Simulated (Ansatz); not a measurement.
**C: a line through a two-coordinate scan**

One line of a two-coordinate grid on C (R-3m, No. 166; 10 atoms in the cell): normal strain along x is varied, at normal strain along y = 3.5 %.

A COD entry behind a cell of this session may itself be a prediction, so a difference from it is no test against experiment.

Method: DFT PBEsol, scalar-relativistic, plane waves, PAW, in Ansatz 0.2.0.

2 further runs of the same task are left out: 2 set aside as unsound or not needed. Runs told in other sessions of the task aren't counted.

## Step 1: Starting point

It takes space group R-3m (No. 166, trigonal). The conventional cell has a = 2.507 Å, b = 2.507 Å, c = 30.949 Å, α = 90.00°, β = 90.00°, γ = 120.00°. C (site symmetry 3m) has 4 C at 1.54 Å in its first shell of neighbours. C (site symmetry 3m) is surrounded by 4 C at 1.54 to 1.56 Å.

As a file:

```cif
data_structure
_symmetry_space_group_name_H-M 'P 1'
_symmetry_Int_Tables_number 1
_cell_length_a 10.4172
_cell_length_b 10.4172
_cell_length_c 10.4172
_cell_angle_alpha 13.821
_cell_angle_beta 13.821
_cell_angle_gamma 13.821
_cell_volume 56.14
loop_
_atom_site_label
_atom_site_type_symbol
_atom_site_fract_x
_atom_site_fract_y
_atom_site_fract_z
_atom_site_occupancy
C1 C 0.02482 0.02482 0.02482 1
C2 C 0.97518 0.97518 0.97518 1
C3 C 0.10869 0.10869 0.10869 1
C4 C 0.89131 0.89131 0.89131 1
C5 C 0.15837 0.15837 0.15837 1
C6 C 0.84163 0.84163 0.84163 1
C7 C 0.37486 0.37486 0.37486 1
C8 C 0.62514 0.62514 0.62514 1
C9 C 0.42532 0.42532 0.42532 1
C10 C 0.57468 0.57468 0.57468 1
```

It is the result of an earlier relaxation at this level (volume 5.61 Å³/atom; gap on the mesh: 4.39 eV).

## Step 2: Plan of the line

The energy is mapped over two homogeneous strains (x along [1 0 0], y along [1 2 0], z along [0 0 1] of the conventional cell).

First coordinate, normal strain along x: 5 values from −7.0 %. Second coordinate, normal strain along y: 5 values from −7.0 %.

Nothing else is relaxed (fractional coordinates fixed). Energies count from the relaxed crystal. Points are written as (first, second).

## Step 3: Grid point (−7.0 %, 3.5 %)

input.yaml

```yaml
crystal:
  lattice:
    - [1.1656591638, 0.748976784, 10.316217786]
    - [-1.1656591638, 0.748976784, 10.316217786]
    - [0.0, -1.497953568, 10.316217786]
  atoms:
    - { symbol: C, position: [0.0248220069, 0.0248220069, 0.0248220069] }
    - { symbol: C, position: [0.9751779931, 0.9751779931, 0.9751779931] }
    - { symbol: C, position: [0.1086877374, 0.1086877374, 0.1086877374] }
    - { symbol: C, position: [0.8913122626, 0.8913122626, 0.8913122626] }
    - { symbol: C, position: [0.1583652898, 0.1583652898, 0.1583652898] }
    - { symbol: C, position: [0.8416347102, 0.8416347102, 0.8416347102] }
    - { symbol: C, position: [0.3748635523, 0.3748635523, 0.3748635523] }
    - { symbol: C, position: [0.6251364477, 0.6251364477, 0.6251364477] }
    - { symbol: C, position: [0.4253181912, 0.4253181912, 0.4253181912] }
    - { symbol: C, position: [0.5746818088, 0.5746818088, 0.5746818088] }
basis:
  ecutwfc: 520.0
kpoints:
  mp_grid: { grid: [12, 12, 12] }
hamiltonian:
  xc: pbesol
  pseudopotentials: { kind: paw, azcp: { folder: soft_1 } }
scf:
  occupations: { method: gaussian, width: 0.05 }
output:
  forces: true
  stress: true
  eigenvalues: true
```

Run with:

```sh
> ansatz run input.yaml --threads 2 --pin off --max-ram 4096MiB --backend cpu --events-out ev --progress --plain --runs-dir out
```

The program printed (excerpt; [...] marks lines left out):

```text
Warning: <dir> the record states the generating functional pbe (its physics header spells it `PBE`), which answers neither for hamiltonian.xc's functional nor for the pbesol family's — results may be inconsistent (PPs are generated against a specific XC)
Warning: RAYON_NUM_THREADS=2 ignored (pool sized by the plan → 2); use --threads N
[...]
Pseudopotentials: kind: paw
Pseudopotential: C, paw, valence charge 4, recommended cutoff 420 eV (normal), <dir>
Functional definition: PBEsol
[...]
Crystal: 10 atoms, lattice volume = 54.040 Å³
Basis set: ecut = 520 eV, 1481 PW (Γ), FFT grids on a1−a2, a1−a3, a1, exchange–correlation on 36×40×160 points (8 copies of the dense FFT grid, shifted against one another)
Bands: 30, of which v1, the nominal top of the filled ones, is band 20 counted from 1 (19 counted from 0)
Symmetry: 4 space group operations
Space group: C2/m (ITA 12), of the structure as read, at distance tolerance 3.8e-5 Å
k-points: 476 of 1728
[...]
SCF iter   1: F=—  HF=-2468.631565 eV  |F-HF|=—  |Δ(HF+E_count)|=         —  Δρ=1.49e-1  dr2=8.41e0  ethr=3.10e-3  ⟨swp⟩=6.1  Hψ=66543  notcnv=0  defer=102
[...]
SCF iter   7: F=-2465.283232 eV  HF=-2465.283232 eV  |F-HF|=3.49e-9  |Δ(HF+E_count)|=   2.91e-7  Δρ=7.14e-6  dr2=1.59e-8  ethr=2.50e-10  ⟨swp⟩=10.3  Hψ=67623  notcnv=0
[...]
SCF converged after 7 iterations
Free energy (F): -2465.283232 eV
[...]
E sigma→0 (E₀):  -2465.283232 eV
Fermi energy:    16.461015 eV
[...]
--- Forces (eV/Å), atoms counted from 1 ---
  atom   1  C      0.00000000     0.32672713    -0.20817764
  atom   2  C      0.00000000    -0.32672713     0.20817764
  atom   3  C      0.00000000     0.32356960     0.20647659
  atom   4  C      0.00000000    -0.32356960    -0.20647659
  atom   5  C      0.00000000    -0.35369424    -0.23499421
  atom   6  C      0.00000000     0.35369424     0.23499421
  atom   7  C      0.00000000    -0.40803759     0.22730189
  atom   8  C      0.00000000     0.40803759    -0.22730189
[...]
--- Stress (GPa, compression-positive) ---
       98.274041       0.000000      -0.000000
        0.000000     -33.480642       1.124487
       -0.000000       1.124485       1.581297
  P = ⅓ Tr σ = 22.1249 GPa (221.249 kbar)
--- Band table (eV; the first three rows and the last of 476) ---
[...]
```

Wall time 33 s (2 threads of Arm Neoverse V1, shared host); peak memory 0.91 GiB.

Energy on the map's scale: 136 meV/atom.

## Step 4: The run at (−3.5 %, 3.5 %)

input.yaml: that of step 3 with these lines changed.

```diff
@@ -2,4 +2,4 @@
   lattice:
-    - [1.1656591638, 0.748976784, 10.316217786]
-    - [-1.1656591638, 0.748976784, 10.316217786]
+    - [1.2095280571, 0.748976784, 10.316217786]
+    - [-1.2095280571, 0.748976784, 10.316217786]
     - [0.0, -1.497953568, 10.316217786]
```

Run with:

```sh
> ansatz run input.yaml --threads 2 --pin off --max-ram 4096MiB --backend cpu --events-out ev --progress --plain --runs-dir out
```

The program printed (excerpt; [...] marks lines left out):

```text
Warning: <dir> the record states the generating functional pbe (its physics header spells it `PBE`), which answers neither for hamiltonian.xc's functional nor for the pbesol family's — results may be inconsistent (PPs are generated against a specific XC)
Warning: RAYON_NUM_THREADS=2 ignored (pool sized by the plan → 2); use --threads N
[...]
Pseudopotentials: kind: paw
Pseudopotential: C, paw, valence charge 4, recommended cutoff 420 eV (normal), <dir>
Functional definition: PBEsol
[...]
Crystal: 10 atoms, lattice volume = 56.073 Å³
Basis set: ecut = 520 eV, 1517 PW (Γ), FFT grids on a1−a2, a1−a3, a1, exchange–correlation on 36×40×160 points (8 copies of the dense FFT grid, shifted against one another)
Bands: 30, of which v1, the nominal top of the filled ones, is band 20 counted from 1 (19 counted from 0)
Symmetry: 4 space group operations
Space group: C2/m (ITA 12), of the structure as read, at distance tolerance 3.8e-5 Å
k-points: 476 of 1728
[...]
SCF iter   1: F=—  HF=-2469.119262 eV  |F-HF|=—  |Δ(HF+E_count)|=         —  Δρ=1.39e-1  dr2=7.59e0  ethr=3.10e-3  ⟨swp⟩=6.1  Hψ=66390  notcnv=0  defer=96
[...]
SCF iter   7: F=-2466.161175 eV  HF=-2466.161175 eV  |F-HF|=7.60e-9  |Δ(HF+E_count)|=   2.93e-7  Δρ=5.78e-6  dr2=1.53e-8  ethr=2.50e-10  ⟨swp⟩=10.2  Hψ=67191  notcnv=0
[...]
SCF converged after 7 iterations
Free energy (F): -2466.161175 eV
[...]
E sigma→0 (E₀):  -2466.161175 eV
Fermi energy:    15.672898 eV
[...]
--- Forces (eV/Å), atoms counted from 1 ---
  atom   1  C      0.00000000     0.11427396    -0.05467220
  atom   2  C     -0.00000000    -0.11427396     0.05467220
  atom   3  C      0.00000000     0.11106466     0.05442507
  atom   4  C     -0.00000000    -0.11106466    -0.05442507
  atom   5  C     -0.00000000    -0.12991928    -0.05297647
  atom   6  C      0.00000000     0.12991928     0.05297647
  atom   7  C     -0.00000000    -0.17190876     0.04498143
  atom   8  C      0.00000000     0.17190876    -0.04498143
[...]
--- Stress (GPa, compression-positive) ---
       42.083139      -0.000000      -0.000000
       -0.000000     -36.086641       0.592447
       -0.000000       0.592445      -0.094937
  P = ⅓ Tr σ = 1.9672 GPa (19.672 kbar)
--- Band table (eV; the first three rows and the last of 476) ---
[...]
```

Run time: 34 s. Hardware: 2 threads of Arm Neoverse V1, shared host; peak memory 0.94 GiB.

That is 48 meV/atom from the zero.

## Step 5: Grid point (0.0 %, 3.5 %)

input.yaml: that of step 4 with these lines changed.

```diff
@@ -2,4 +2,4 @@
   lattice:
-    - [1.2095280571, 0.748976784, 10.316217786]
-    - [-1.2095280571, 0.748976784, 10.316217786]
+    - [1.2533969503, 0.748976784, 10.316217786]
+    - [-1.2533969503, 0.748976784, 10.316217786]
     - [0.0, -1.497953568, 10.316217786]
```

Run with:

```sh
> ansatz run input.yaml --threads 2 --pin off --max-ram 4096MiB --backend cpu --events-out ev --progress --plain --runs-dir out
```

The program printed (excerpt; [...] marks lines left out):

```text
Warning: <dir> the record states the generating functional pbe (its physics header spells it `PBE`), which answers neither for hamiltonian.xc's functional nor for the pbesol family's — results may be inconsistent (PPs are generated against a specific XC)
Warning: RAYON_NUM_THREADS=2 ignored (pool sized by the plan → 2); use --threads N
[...]
Pseudopotentials: kind: paw
Pseudopotential: C, paw, valence charge 4, recommended cutoff 420 eV (normal), <dir>
Functional definition: PBEsol
[...]
Crystal: 10 atoms, lattice volume = 58.107 Å³
Basis set: ecut = 520 eV, 1577 PW (Γ), FFT grids on a1−a2, a1−a3, a1, exchange–correlation on 40×40×160 points (8 copies of the dense FFT grid, shifted against one another)
Bands: 30, of which v1, the nominal top of the filled ones, is band 20 counted from 1 (19 counted from 0)
Symmetry: 4 space group operations
Space group: C2/m (ITA 12), of the structure as read, at distance tolerance 3.9e-5 Å
k-points: 476 of 1728
[...]
SCF iter   1: F=—  HF=-2469.038420 eV  |F-HF|=—  |Δ(HF+E_count)|=         —  Δρ=1.31e-1  dr2=6.91e0  ethr=3.10e-3  ⟨swp⟩=6.2  Hψ=66044  notcnv=0  defer=94
[...]
SCF iter   7: F=-2466.398729 eV  HF=-2466.398729 eV  |F-HF|=1.12e-8  |Δ(HF+E_count)|=   2.95e-7  Δρ=5.03e-6  dr2=1.63e-8  ethr=2.50e-10  ⟨swp⟩=10.2  Hψ=67424  notcnv=0
[...]
SCF converged after 7 iterations
Free energy (F): -2466.398729 eV
[...]
E sigma→0 (E₀):  -2466.398729 eV
Fermi energy:    14.974440 eV
[...]
--- Forces (eV/Å), atoms counted from 1 ---
  atom   1  C      0.00000000     0.01156579     0.01822359
  atom   2  C      0.00000000    -0.01156579    -0.01822359
  atom   3  C      0.00000000     0.00936329    -0.01711368
  atom   4  C      0.00000000    -0.00936329     0.01711368
  atom   5  C      0.00000000    -0.01842254     0.05045211
  atom   6  C      0.00000000     0.01842254    -0.05045211
  atom   7  C      0.00000000    -0.04245974    -0.06334520
  atom   8  C      0.00000000     0.04245974     0.06334520
[...]
--- Stress (GPa, compression-positive) ---
       -2.958586       0.000000       0.000000
        0.000000     -37.717817       0.234649
        0.000000       0.234647      -1.427128
  P = ⅓ Tr σ = -14.0345 GPa (-140.345 kbar)
--- Band table (eV; the first three rows and the last of 476) ---
[...]
```

Run time: 35 s. Hardware: 2 threads of Arm Neoverse V1, shared host; peak memory 0.95 GiB.

Energy on the map's scale: 24 meV/atom.

## Step 6: Grid point (3.5 %, 3.5 %)

input.yaml: that of step 5 with these lines changed.

```diff
@@ -2,4 +2,4 @@
   lattice:
-    - [1.2533969503, 0.748976784, 10.316217786]
-    - [-1.2533969503, 0.748976784, 10.316217786]
+    - [1.2972658436, 0.748976784, 10.316217786]
+    - [-1.2972658436, 0.748976784, 10.316217786]
     - [0.0, -1.497953568, 10.316217786]
```

Run with:

```sh
> ansatz run input.yaml --threads 2 --pin off --max-ram 4096MiB --backend cpu --events-out ev --progress --plain --runs-dir out
```

The program printed (excerpt; [...] marks lines left out):

```text
Warning: <dir> the record states the generating functional pbe (its physics header spells it `PBE`), which answers neither for hamiltonian.xc's functional nor for the pbesol family's — results may be inconsistent (PPs are generated against a specific XC)
Warning: RAYON_NUM_THREADS=2 ignored (pool sized by the plan → 2); use --threads N
[...]
Pseudopotentials: kind: paw
Pseudopotential: C, paw, valence charge 4, recommended cutoff 420 eV (normal), <dir>
Functional definition: PBEsol
[...]
Crystal: 10 atoms, lattice volume = 60.141 Å³
Basis set: ecut = 520 eV, 1629 PW (Γ), FFT grids on a1−a3, a2−a3, a3, exchange–correlation on 40×40×160 points (8 copies of the dense FFT grid, shifted against one another)
Bands: 30, of which v1, the nominal top of the filled ones, is band 20 counted from 1 (19 counted from 0)
Symmetry: 12 space group operations
Space group: R-3m (ITA 166), of the structure as read, at distance tolerance 3.9e-5 Å
k-points: 189 of 1728
[...]
SCF iter   1: F=—  HF=-2468.506006 eV  |F-HF|=—  |Δ(HF+E_count)|=         —  Δρ=1.23e-1  dr2=6.37e0  ethr=3.10e-3  ⟨swp⟩=6.1  Hψ=25889  notcnv=0  defer=42
[...]
SCF iter   7: F=-2466.125487 eV  HF=-2466.125487 eV  |F-HF|=1.13e-8  |Δ(HF+E_count)|=   2.89e-7  Δρ=5.13e-6  dr2=1.66e-8  ethr=2.50e-10  ⟨swp⟩=9.9  Hψ=26656  notcnv=0
[...]
SCF converged after 7 iterations
Free energy (F): -2466.125487 eV
[...]
E sigma→0 (E₀):  -2466.125487 eV
Fermi energy:    14.348810 eV
[...]
--- Forces (eV/Å), atoms counted from 1 ---
  atom   1  C      0.00000000    -0.00000000     0.02321748
  atom   2  C      0.00000000     0.00000000    -0.02321748
  atom   3  C      0.00000000    -0.00000000    -0.02082385
  atom   4  C      0.00000000     0.00000000     0.02082385
  atom   5  C      0.00000000     0.00000000     0.08784730
  atom   6  C      0.00000000    -0.00000000    -0.08784730
  atom   7  C      0.00000000     0.00000000    -0.11095819
  atom   8  C      0.00000000     0.00000000     0.11095819
[...]
--- Stress (GPa, compression-positive) ---
      -38.673364       0.000000       0.000000
        0.000000     -38.673364       0.000000
        0.000000       0.000000      -2.525849
  P = ⅓ Tr σ = -26.6242 GPa (-266.242 kbar)
--- Band table (eV; the first three rows and the last of 189) ---
[...]
```

Run time: 14 s. Hardware: 2 threads of Arm Neoverse V1, shared host; peak memory 0.57 GiB.

Energy on the map's scale: 51 meV/atom.

## Step 7: Point (7.0 %, 3.5 %)

input.yaml: that of step 6 with these lines changed.

```diff
@@ -2,4 +2,4 @@
   lattice:
-    - [1.2972658436, 0.748976784, 10.316217786]
-    - [-1.2972658436, 0.748976784, 10.316217786]
+    - [1.3411347369, 0.748976784, 10.316217786]
+    - [-1.3411347369, 0.748976784, 10.316217786]
     - [0.0, -1.497953568, 10.316217786]
```

Run with:

```sh
> ansatz run input.yaml --threads 2 --pin off --max-ram 4096MiB --backend cpu --events-out ev --progress --plain --runs-dir out
```

The program printed (excerpt; [...] marks lines left out):

```text
Warning: <dir> the record states the generating functional pbe (its physics header spells it `PBE`), which answers neither for hamiltonian.xc's functional nor for the pbesol family's — results may be inconsistent (PPs are generated against a specific XC)
Warning: RAYON_NUM_THREADS=2 ignored (pool sized by the plan → 2); use --threads N
[...]
Pseudopotentials: kind: paw
Pseudopotential: C, paw, valence charge 4, recommended cutoff 420 eV (normal), <dir>
Functional definition: PBEsol
[...]
Crystal: 10 atoms, lattice volume = 62.175 Å³
Basis set: ecut = 520 eV, 1649 PW (Γ), FFT grids on a1−a3, a2−a3, a3, exchange–correlation on 40×40×160 points (8 copies of the dense FFT grid, shifted against one another)
Bands: 30, of which v1, the nominal top of the filled ones, is band 20 counted from 1 (19 counted from 0)
Symmetry: 4 space group operations
Space group: C2/m (ITA 12), of the structure as read, at distance tolerance 4.0e-5 Å
k-points: 476 of 1728
[...]
SCF iter   1: F=—  HF=-2467.619991 eV  |F-HF|=—  |Δ(HF+E_count)|=         —  Δρ=1.17e-1  dr2=5.92e0  ethr=3.10e-3  ⟨swp⟩=6.4  Hψ=65067  notcnv=0  defer=84
[...]
SCF iter   7: F=-2465.449953 eV  HF=-2465.449953 eV  |F-HF|=8.51e-9  |Δ(HF+E_count)|=   2.67e-7  Δρ=5.21e-6  dr2=1.45e-8  ethr=2.50e-10  ⟨swp⟩=10.1  Hψ=66214  notcnv=0
[...]
SCF converged after 7 iterations
Free energy (F): -2465.449953 eV
[...]
E sigma→0 (E₀):  -2465.449953 eV
Fermi energy:    13.384463 eV
[...]
--- Forces (eV/Å), atoms counted from 1 ---
  atom   1  C      0.00000000     0.06272016    -0.02802379
  atom   2  C      0.00000000    -0.06272016     0.02802379
  atom   3  C      0.00000000     0.06625836     0.03158637
  atom   4  C      0.00000000    -0.06625836    -0.03158637
  atom   5  C      0.00000000    -0.05721869     0.07061349
  atom   6  C      0.00000000     0.05721869    -0.07061349
  atom   7  C      0.00000000    -0.02680578    -0.11004294
  atom   8  C      0.00000000     0.02680578     0.11004294
[...]
--- Stress (GPa, compression-positive) ---
      -66.571986       0.000000       0.000000
        0.000000     -39.187286      -0.152590
        0.000000      -0.152590      -3.474106
  P = ⅓ Tr σ = -36.4111 GPa (-364.111 kbar)
--- Band table (eV; the first three rows and the last of 476) ---
[...]
```

Wall time 37 s (2 threads of Arm Neoverse V1, shared host); peak memory 1 GiB.

That is 119 meV/atom from the zero.

## Step 8: Results

```
normal strain along x (%)  step  energy (meV/atom)  slope (meV/atom per %)  pressure (GPa)  band gap on the k-mesh (eV)  largest force on an atom (eV/Å)
                     −7.0     3                136                   −35.6            22.1                         3.28                             0.47
                     −3.5     4                 48                   −15.3             2.0                         3.56                             0.18
                      0.0     5                 24                     1.1           −14.0                         3.76                             0.08
                      3.5     6                 51                    14.0           −26.6                         3.88                             0.11
                      7.0     7                119                    24.1           −36.4                         2.94                             0.12
```

Energies count from the relaxed crystal. Slopes come from the forces (and the stress, where the cell changes), not from differences of energies.

**Reading.** Of the points computed the energy is lowest at 0.0 %, 24 meV/atom from the zero. A fit to energies and slopes at the lowest point and its two neighbours puts the minimum at −0.26 %, with a curvature of about 4.2 meV/atom per %². Divided by the reference volume, that is a stiffness of about 1200 GPa for this pattern of strain, with the ions clamped. The highest point computed, at −7.0 %, lies 112 meV/atom above the lowest. This is one cut through a surface in two coordinates; the map's lowest point lies off it. With the other coordinates free, the energies away from the reference would be the same or lower.

These are semilocal Kohn-Sham gaps, which aren't the measured quantity. Such gaps usually fall short of the measured ones.
